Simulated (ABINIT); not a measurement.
TiC:

```xyz
2
Lattice="0.0000 2.1657 2.1657 2.1657 0.0000 2.1657 2.1657 2.1657 0.0000" Properties=species:S:1:pos:R:3 pbc="T T T"
Ti    0.0000    0.0000    0.0000
C     2.1657    2.1657    2.1657
```

The cell is a database's computed one.

- Program: ABINIT 10.8.3 (patched build)
- Task: relaxation of cell and atoms
- Functional: LDA
- Potentials or basis: PseudoDojo NC SR LDA v0.4.1 standard
- Cutoff: 1143 eV
- k mesh: 8 × 8 × 8
- Occupations: fermi-dirac, width 0.05 eV
- Spin: no spin polarisation

At the start: pressure -12.2 GPa; volume 10.16 Å³/atom.

**Question.** How do energy, volume and symmetry change on relaxing?

**Answer.** Over 4 steps the energy falls by 18.9 meV/atom and the volume is 9.68 Å³/atom (-4.7 %); space group Fm-3m (No. 225, to 0.05 Å).

Step by step:
| step | energy change (eV) | largest force (eV/Å) | pressure (GPa) | volume (Å³) |
| --- | --- | --- | --- | --- |
| 1 | 0.0000 | 0.0000 | -12.25 | 20.32 |
| 2 | -0.0360 | 0.0000 | -2.79 | 19.56 |
| 3 | -0.0377 | 0.0000 | 0.16 | 19.36 |
| 4 | -0.0377 | 0.0000 | 0.00 | 19.37 |

Final structure:
```
CELL_PARAMETERS angstrom
0.00000 2.13150 2.13150
2.13150 0.00000 2.13150
2.13150 2.13150 0.00000
ATOMIC_POSITIONS crystal
Ti 0.00000 0.00000 0.00000
C 0.50000 0.50000 0.50000
```
